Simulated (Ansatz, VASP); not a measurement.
**CoSi2 (CoSi2 strained to the junction's net): VASP beside Ansatz**

One calculation is typed for both programs; each brings its own data sets. How far apart do they land? The cell is generated by rule, not measured, and may not be a known phase. Of the first pair: The structure shown is the start of the Ansatz relaxation below; VASP solves that cell, so the two are compared at the walk's first step.

Calculated with Ansatz 0.2.0; plane waves, with VASP 6.6.1 beside it; PBE.

## (1) Starting point

It takes space group R-3m (No. 166, trigonal). Conventional cell: a = 3.896 Å, b = 3.896 Å, c = 9.102 Å, α = 90.00°, β = 90.00°, γ = 120.00°. Nearest to Si lie 4 Co at 2.28 to 2.37 Å. Nearest to Co lie 8 Si at 2.28 to 2.37 Å. Farther neighbours are not listed.

## (2) Ansatz: relaxation, PBE

Ansatz runs on its default PAW (the set named soft_2) files.

The two programs are compared at the cell with which this relaxation starts, whose forces are those of its first step.

File input.yaml:

```yaml
crystal:
  lattice:
    - [3.896, 0.0, 0.0]
    - [-1.948, 3.3740349731, 0.0]
    - [0.0, 0.0, 9.102198532]
  atoms:
    - { symbol: Si, position: [0.0, 0.0, 0.0] }
    - { symbol: Co, position: [0.6666666667, 0.3333333333, 0.0833333333] }
    - { symbol: Si, position: [0.3333333333, 0.6666666667, 0.1666666667] }
    - { symbol: Si, position: [0.6666666667, 0.3333333333, 0.3333333333] }
    - { symbol: Co, position: [0.3333333333, 0.6666666667, 0.4166666667] }
    - { symbol: Si, position: [0.0, 0.0, 0.5] }
    - { symbol: Si, position: [0.3333333333, 0.6666666667, 0.6666666667] }
    - { symbol: Co, position: [0.0, 0.0, 0.75] }
    - { symbol: Si, position: [0.6666666667, 0.3333333333, 0.8333333333] }
kpoints:
  mp_grid: { grid: [12, 12, 3] }
scf:
  occupations: { method: fermi_dirac, width: 0.1 }
  max_iter: 150
hamiltonian:
  xc: pbe
relax:
  f_tol: 0.01
  max_steps: 40
  cell: { fix: [a, b, angles] }
```

On the command line:

```bash
$ ansatz run input.yaml --threads 8 --pin off --max-ram 24576MiB --backend cpu --events-out ev --progress --plain --runs-dir out
```

Numbers of over 12 decimals in the logs are rounded to 6 here.

The log of the run:

```text
Engine: ansatz 0.2.0, aarch64-unknown-linux-gnu
Pseudopotentials: kind: paw
Pseudopotential: Si, paw, valence charge 4, recommended cutoff 420 eV (normal), Si.paw.azcp
Pseudopotential: Co, paw, valence charge 17, recommended cutoff 420 eV (normal), Co.paw.azcp
Functional definition: PBE
  parameter kappa = 0.804
  parameter beta = 0.066725
  exchange = pbe_x(kappa = kappa, mu = beta*pi^2/3)
  correlation = pbe_c(beta = beta)
Crystal: 9 atoms, lattice volume = 119.651 Å³
Basis set: ecut = 420 eV, 2359 PW (Γ), exchange–correlation on 54×54×128 points (8 copies of the dense FFT grid, shifted against one another)
Bands: 47, of which v1, the nominal top of the filled ones, is band 38 counted from 1 (37 counted from 0)
Symmetry: 36 space group operations
Space group: R-3m (ITA 166), of the structure as read, at distance tolerance 4.9e-5 Å
k-points: 50 of 432
Non-local potential: Si, projectors of the file, l = 0: 2, l = 1: 2, l = 2: 2
Non-local potential: Co, projectors of the file, l = 0: 3, l = 1: 2, l = 2: 3, l = 3: 1
PAW form: soft (Blöchl's): semilocal exchange-correlation on the pseudo side does not see the compensation charge
PAW one-centre angular grid: Si, 110 points (default); XC on 64 Gauss nodes
PAW one-centre angular grid: Co, 590 points (default); XC on 64 Gauss nodes
Initial density: superposition of atomic densities (neutral atoms: chi_scale 0, normalization atom), corrected by the library's trained network
Initial wavefunctions: pseudopotential atomic-orbital guess
Functional: x = pbe(κ = 0.804, μ = 0.219515), c = pbe(β = 0.066725)
SCF iter   1: F=—  HF=-19197.361780 eV  |F-HF|=—  |Δ(HF+E_count)|=         —  Δρ=3.36e-3  dr2=1.41e-2  ethr=1.77e-3  ⟨swp⟩=7.3  Hψ=9896  notcnv=0  defer=9
preconditioner: auto → Kerker (q_TF=auto, 2.524 Å⁻¹)  [metal: Δε(μ)=0.019 eV  Ē_g=6.929 eV  σ=0.100 eV  W_gap=0.05  n_scr=36 (ndim 8)  ℏωp=24.2 eV  f_vac=0.003  D(μ)=3.05/eV (n_scr^D=24)]
SCF iter   2: F=—  HF=-19197.363012 eV  |F-HF|=—  |Δ(HF+E_count)|=   1.23e-3  Δρ=3.06e-3  dr2=1.25e-2  ethr=1.88e-5  ⟨swp⟩=2.0  Hψ=3805  notcnv=0  defer=10
SCF iter   3: F=—  HF=-19197.362857 eV  |F-HF|=—  |Δ(HF+E_count)|=   1.55e-4  Δρ=1.83e-3  dr2=2.13e-3  ethr=1.67e-5  ⟨swp⟩=2.0  Hψ=2840  notcnv=0  defer=11
SCF iter   4: F=—  HF=-19197.362976 eV  |F-HF|=—  |Δ(HF+E_count)|=   1.19e-4  Δρ=1.33e-3  dr2=1.36e-3  ethr=2.84e-6  ⟨swp⟩=1.9  Hψ=3232  notcnv=0  defer=11
SCF iter   5: F=—  HF=-19197.362960 eV  |F-HF|=—  |Δ(HF+E_count)|=   1.66e-5  Δρ=1.90e-4  dr2=4.68e-5  ethr=1.82e-6  ⟨swp⟩=1.3  Hψ=2509  notcnv=0  defer=11
SCF iter   6: F=—  HF=-19197.362933 eV  |F-HF|=—  |Δ(HF+E_count)|=   2.67e-5  Δρ=1.03e-4  dr2=9.42e-6  ethr=6.24e-8  ⟨swp⟩=2.2  Hψ=3369  notcnv=0  defer=11
SCF iter   7: F=—  HF=-19197.362935 eV  |F-HF|=—  |Δ(HF+E_count)|=   1.97e-6  Δρ=2.21e-5  dr2=4.73e-7  ethr=1.26e-8  ⟨swp⟩=2.2  Hψ=2802  notcnv=0  defer=11
SCF iter   8: F=—  HF=-19197.362935 eV  |F-HF|=—  |Δ(HF+E_count)|=   1.52e-7  Δρ=1.72e-5  dr2=2.50e-7  ethr=1.33e-10  ⟨swp⟩=4.1  Hψ=7614  notcnv=0
SCF iter   9: F=-19197.362935 eV  HF=-19197.362935 eV  |F-HF|=2.61e-8  |Δ(HF+E_count)|=   1.65e-8  Δρ=6.06e-6  dr2=3.14e-8  ethr=1.33e-10  ⟨swp⟩=3.0  Hψ=7738  notcnv=0
SCF 1 converged in 9 iterations: F = -19197.362935 eV  dr2 = 3.14e-8
  greatest PAW one-centre occupation: 1.000 electrons in one spin orbital (limit 2), on the Co atom at site 7 (counted from 0), in its partial waves of l = 0
relax step   1: F+E_penalty+E_count = -19197.36293515 eV  Δ(F+E_penalty+E_count) = +0.000e0 eV  max|allowed force component| = 4.585e-1 eV/Å  Δτ_max = 0.0000 Å  P = -5.328 GPa  Ω = 119.651 Å³  fix = [a, b, alpha, beta, gamma]  reactions: a -10.026, b -10.026 GPa  (9 SCF iters, dr2 threshold 1.00e-7 eV, accepted)
[...]
relax step   3: F+E_penalty+E_count = -19197.41757407 eV  Δ(F+E_penalty+E_count) = -2.016e-2 eV  max|allowed force component| = 2.064e-3 eV/Å  Δτ_max = 0.0239 Å  P = -5.931 GPa  Ω = 119.852 Å³  energy of the carried Pulay correction = -8.455e-5 eV  fix = [a, b, alpha, beta, gamma]  reactions: a -8.949, b -8.949 GPa  (6 SCF iters, dr2 threshold 9.00e-7 eV, accepted)
[...]
relax step   4: F+E_penalty+E_count = -19197.41756400 eV  Δ(F+E_penalty+E_count) = +1.007e-5 eV  max|allowed force component| = 3.425e-4 eV/Å  Δτ_max = 0.0002 Å  P = -5.992 GPa  Ω = 119.899 Å³  energy of the carried Pulay correction = -1.044e-4 eV  fix = [a, b, alpha, beta, gamma]  reactions: a -8.974, b -8.974 GPa  (6 SCF iters, dr2 threshold 2.75e-8 eV, accepted)
[...]
relax step   5: F+E_penalty+E_count = -19197.41766693 eV  Δ(F+E_penalty+E_count) = -1.029e-4 eV  max|allowed force component| = 3.347e-4 eV/Å  Δτ_max = 0.0000 Å  P = -5.991 GPa  Ω = 119.899 Å³  fix = [a, b, alpha, beta, gamma]  reactions: a -8.974, b -8.974 GPa  stress off target by 2.66e-2 GPa on what of the cell is left free  SCF on the basis re-selected at this cell (its energy is not comparable with the rows above)  (6 SCF iters)
basis re-selected at this cell: Δ(F+E_penalty+E_count) = -1.029e-4 eV, ΔP = +0.001 GPa vs the last step (what re-selecting the basis moved, of the pressure what is left beyond the Pulay correction that the steps carried, after the strain that the cell walked since its last selection, with what the two solves' SCF thresholds leave and, on support functions, any second-order correction that the steps lacked; it is no m [...]
SCF converged after 6 iterations
Free energy (F): -19197.417667 eV
Harris-Foulkes:  -19197.417667 eV  (|F-HF|=1.09e-11)
Internal energy: -19197.311259 eV  (E = F + TS)
E sigma→0 (E₀):  -19197.364463 eV
Entropy (-TS):   -0.106408 eV (-11.823 meV/atom)
Fermi energy:    12.250015 eV
--- Per-component energies (eV) ---
  E_band       = -891.695144
  E_kinetic    = 1632.715360
  E_local      = -12422.908989  (includes V_loc(G=0)·N_el)
  E_nonlocal   = 1502.879415
  E_hartree    = 5396.129551
  E_xc         = -818.582064
  E_vxc        = -910.795249  (∫ρ·V_xc dr)
  E_paw        = -7623.061150  (= ΣΔE_a)
  E_vpaw       = -1485.844834  (= ΣTr[D̂ρ^β])
  E_aug_tail   = 0.000354  (compensation charges beyond the density's cutoff)
  E_ewald      = -6864.483736
  E_smearing   = -0.106408  (= −TS)
  E_closure    = 0.000000  (closes the sum)
  Σ components = -19197.417667   (vs F -19197.417667, Δ=0.00e0)
--- Forces (eV/Å), atoms counted from 1 ---
  atom   1  Si     0.00000000    -0.00000000     0.00033470
  atom   2  Co     0.00000000     0.00000000    -0.00000000
  atom   3  Si    -0.00000000     0.00000000    -0.00033470
  atom   4  Si     0.00000000    -0.00000000     0.00033470
  atom   5  Co    -0.00000000    -0.00000000     0.00000000
  atom   6  Si    -0.00000000     0.00000000    -0.00033470
  atom   7  Si    -0.00000000    -0.00000000     0.00033470
  atom   8  Co     0.00000000     0.00000000     0.00000000
  atom   9  Si     0.00000000     0.00000000    -0.00033470
  max |Σ_I F_I| component: 8.64e-17 eV/Å
--- Stress (GPa, compression-positive) ---
       -8.973744      -0.000000       0.000000
       -0.000000      -8.973744      -0.000000
        0.000000      -0.000000      -0.026584
  P = ⅓ Tr σ = -5.9914 GPa (-59.914 kbar)
--- Relaxed structure (4 steps of the walk, 4 accepted, 1 SCFs on fresh bases) ---
  F+E_penalty+E_count = -19197.41766693 eV   max|allowed force component| = 3.347e-4 eV/Å   (the final SCF, on the basis selected at the relaxed cell)
  cell:  # Å, volume = 119.8991 Å³
    - [3.896000, 0, 0]
    - [-1.948000, 3.374035, 0]
    - [0, 0, 9.121101]
  atoms:
    - { symbol: Si, position: [-7.254683369779165e-19, 0, 0.00419539] }
    - { symbol: Co, position: [0.666667, 0.333333, 0.083333] }
    - { symbol: Si, position: [0.333333, 0.666667, 0.162471] }
    - { symbol: Si, position: [0.666667, 0.333333, 0.337529] }
    - { symbol: Co, position: [0.333333, 0.666667, 0.416667] }
    - { symbol: Si, position: [7.254683369779168e-19, 0, 0.495805] }
    - { symbol: Si, position: [0.333333, 0.666667, 0.670862] }
    - { symbol: Co, position: [0, 0, 0.750000] }
    - { symbol: Si, position: [0.666667, 0.333333, 0.829138] }
```

In the SCF lines HF is the Harris–Foulkes energy and dr2 the Hartree energy of the density residual, in eV; the loop may stop once dr2 is under the threshold and the program's other checks hold. Hψ counts applications of the Hamiltonian.

## (3) VASP: single point, PBE, start cell, pair 1

The same cell, functional, mesh and smearing now go to VASP, with its own data sets.

Lines of VASP's logs that name or quote its potential files are left out, and so is its time.

File INCAR:

```
SYSTEM = CoSi2
PREC = Accurate
ENCUT = 520
EDIFF = 1E-06
NELM = 120
ISMEAR = -1
SIGMA = 0.1
LREAL = .FALSE.
ALGO = Normal
GGA = PE
NBANDS = 34
LASPH = .TRUE.
LORBIT = 11
LWAVE = .FALSE.
LCHARG = .FALSE.
ISIF = 2
GGA_COMPAT = .FALSE.
KPAR = 2
```

File POSCAR:

```
CoSi2
1.0
    3.8960000000      0.0000000000      0.0000000000
   -1.9480000000      3.3740350000      0.0000000000
    0.0000000000      0.0000000000      9.1021990000
Si Co
6 3
Direct
    0.0000000000      0.0000000000      0.0000000183
    0.3333333333      0.6666666667      0.1666666667
    0.6666666667      0.3333333333      0.3333333516
    0.0000000000      0.0000000000      0.5000000000
    0.3333333333      0.6666666667      0.6666666849
    0.6666666667      0.3333333333      0.8333333333
    0.6666666667      0.3333333333      0.0833333425
    0.3333333333      0.6666666667      0.4166666758
    0.0000000000      0.0000000000      0.7500000091
```

File KPOINTS:

```
Automatic mesh
0
Gamma
12 12 3
0 0 0
```

PAW data sets: Si and Co (PBE family, release 64).

On the command line:

```bash
$ mpirun -np 2 vasp_std
```

The log of the run:

```text
[banner, memory and clock lines left out]
running    2 mpi-ranks, on    1 nodes
 distrk:  each k-point on    1 cores,    2 groups
 distr:  one band on    1 cores,    1 groups

 POSCAR found type information on POSCAR SiCo
 POSCAR found :  2 types and       9 ions
 LDA part: xc-table for (Slater+PW92), standard interpolation
 POSCAR, INCAR and KPOINTS ok, starting setup
 FFT: planning ... GRIDC
 FFT: planning ... GRID_SOFT
 FFT: planning ... GRID
 WAVECAR not read
 entering main loop
       N       E                     dE             d eps       ncg     rms          rms(c)
DAV:   1     0.319896219355E+03    0.31990E+03   -0.20826E+04  3400   0.150E+03
DAV:   2    -0.341818957995E+02   -0.35408E+03   -0.33966E+03  3400   0.339E+02
DAV:   3    -0.608388452224E+02   -0.26657E+02   -0.25358E+02  4180   0.106E+02
DAV:   4    -0.619493359491E+02   -0.11105E+01   -0.11007E+01  4288   0.207E+01
DAV:   5    -0.619955408467E+02   -0.46205E-01   -0.46136E-01  4624   0.400E+00    0.242E+01
DAV:   6    -0.742395179832E+02   -0.12244E+02   -0.13392E+02  4784   0.148E+02    0.332E+01
DAV:   7    -0.574172154840E+02    0.16822E+02   -0.60267E+01  4470   0.122E+02    0.716E+00
DAV:   8    -0.580397434619E+02   -0.62253E+00   -0.79458E+00  4556   0.151E+01    0.556E+00
DAV:   9    -0.577208857543E+02    0.31886E+00   -0.10562E+00  4740   0.134E+01    0.150E+00
DAV:  10    -0.577225264955E+02   -0.16407E-02   -0.53667E-02  3946   0.151E+00    0.111E+00
DAV:  11    -0.577188562926E+02    0.36702E-02   -0.22438E-02  4642   0.185E+00    0.422E-01
DAV:  12    -0.577183341490E+02    0.52214E-03   -0.10651E-03  5222   0.375E-01    0.236E-01
DAV:  13    -0.577182087426E+02    0.12541E-03   -0.46656E-04  5300   0.207E-01    0.988E-02
DAV:  14    -0.577182094464E+02   -0.70381E-06   -0.10056E-04  3638   0.522E-02    0.115E-02
DAV:  15    -0.577182107762E+02   -0.13298E-05   -0.30631E-06  3624   0.133E-02    0.627E-03
DAV:  16    -0.577182110904E+02   -0.31416E-06   -0.30799E-07  2124   0.426E-03
   1 F= -.57718211E+02 E0= -.57665990E+02  d E =-.104441E+00
```

[end of part 1 of 2]

[Lines on the potential files, build, host, timing and source positions are cut from VASP's logs without a mark.]

[Logs are printed without paths, hosts, clocks, repeated set-up lines and the standing remarks that a program may print on its own settings, such as how far it seeks lower states.]

[Hosts, paths, dates, database ids (printed as entryN), source tags and the programs' standing remarks are cut or masked in the printed files.]
